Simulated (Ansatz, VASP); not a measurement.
Two plane-wave programs on ZnS

```xyz
2
Lattice="0.0000 2.7218 2.7218 2.7218 0.0000 2.7218 2.7218 2.7218 0.0000" Properties=species:S:1:pos:R:3 pbc="T T T"
Zn    0.0000    0.0000    0.0000
S     4.0827    4.0827    4.0827
```

Alike in both runs: task single point; functional PBE; k mesh 8 × 8 × 8; occupations gaussian, width 0.02 eV; no spin polarisation.

|  | VASP | Ansatz |
| --- | --- | --- |
| version | VASP 6.6.1 | Ansatz 0.2.0 |
| potentials or method | VASP PAW PBE potentials, release 64 (Zn, S) | scalar-relativistic, plane waves, PAW |
| plane-wave cutoff (eV) | 520 | 420 |
| valence electrons in the cell | 18 | 18 |

Ansatz gave:

```
gap on the k mesh at the Fermi level (eV) : 2.01
least direct gap on the mesh (eV)         : 2.01
pressure (GPa)                            : 0.0
```

**Question.** Which values does VASP return?

**Answer.** gap on the k mesh at the Fermi level (eV): 2.02; least direct gap on the mesh (eV): 2.02; pressure (GPa): 0.1.

The functional is the same, so the differences come from potentials, cutoffs and numerics.

A hybrid or GW would open this gap; PBE tends to underestimate it.
